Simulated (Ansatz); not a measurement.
The system is ZrB2.

```
CELL_PARAMETERS angstrom
3.17000 0.00000 0.00000
-1.58500 2.74530 0.00000
0.00000 0.00000 3.53300
ATOMIC_POSITIONS crystal
Zr 0.00000 0.00000 0.00000
B 0.66667 0.33333 0.50000
B 0.33333 0.66667 0.50000
```

Base run:

- Program: Ansatz 0.2.0
- Functional: PBEsol
- Potentials or basis: all-electron LAPW, scalar-relativistic
- Cutoff: 255 eV (chosen from the basis error)
- Basis error allowed: 0.002 eV/atom
- k mesh: 10 × 10 × 8
- Occupations: fermi-dirac, width 0.05 eV
- Spin: no spin polarisation
- Hubbard terms: Zr d U = 6 eV

Its results: band gap on the k mesh none (metal or under the smearing width); pressure 1.6 GPa.

Task: After a change of settings the same cell gave: band gap on the k mesh none (metal or under the smearing width); pressure -2.4 GPa. Which change was it?
A. hubbard terms from Zr d U = 6 eV to Zr d U = 2 eV
B. hubbard terms from Zr d U = 6 eV to Zr d U = 8 eV
C. hubbard terms from Zr d U = 6 eV to none

Result: A.

Caveats: U is the effective U less J, on atomic orbitals that reach past the spheres; U without spin polarisation on a metal has little footing; the U is typed as a test and isn't derived for this compound.
